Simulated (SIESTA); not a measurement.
**PbF2 (Fluorocronite) under changes of volume**

One of the cells (17.354 Å³/atom); the others are scaled copies at fixed shape and fractional positions:

```xyz
3
Lattice="0.0000 2.9637 2.9637 2.9637 0.0000 2.9637 2.9637 2.9637 0.0000" Properties=species:S:1:pos:R:3 pbc="T T T"
Pb    0.0000    0.0000    0.0000
F     4.4455    4.4455    4.4455
F     1.4818    1.4818    1.4818
```

```yaml
Program: SIESTA 5.4.2
Functional: PBEsol
Potentials_or_basis: PseudoDojo 0.4 standard (PBEsol files)
Basis: DZP (energy shift 0.003 Ry; two zetas on semicore shells)
Grid_cutoff: 800 Ry
Energy_shift: 0.003 Ry
k_mesh: 8 × 8 × 8
Occupations: fermi-dirac, width 0.05 eV
Spin: no spin polarisation
```

```tsv
volume (Å³/atom)	energy over the lowest point (meV/atom)	pressure (GPa)	gap on the mesh (eV)
16.313	10.36	4.4	4.22
16.660	3.17	2.3	4.23
17.007	0.00	0.7	4.24
17.354	0.29	-0.9	4.25
17.701	3.94	-2.4	4.25
18.048	?	?	?
18.395	19.83	-4.7	4.23
```

**Question.** What does the run at 18.048 Å³/atom give?

**Answer.** Energy over the lowest point 10.66 meV/atom; pressure -3.7 GPa; gap on the mesh 4.25 eV.

Worked out: A Birch-Murnaghan fit of order 3 (a polynomial in V^(-2/3)) to the other rows has its minimum at 17.14 Å³/atom with B0 = V·E''(V) = 79 GPa and B' = 3.6. It gives 10.52 meV/atom at 18.048 Å³/atom, against the run's 10.66, and -dE/dV = -3.7 GPa, against -3.7. A parabola through the other rows of the gap, of slope -0.41 eV per unit of ln V there, gives 4.24 eV, against the run's 4.25.

Energies are extrapolated to zero smearing.

Caveats: spin-orbit coupling is left out, which as a rule narrows the gap of such compounds by several tenths of an eV; the basis of atomic orbitals isn't converged, which shifts pressures, moduli and gaps.

A mesh can miss the band edges.
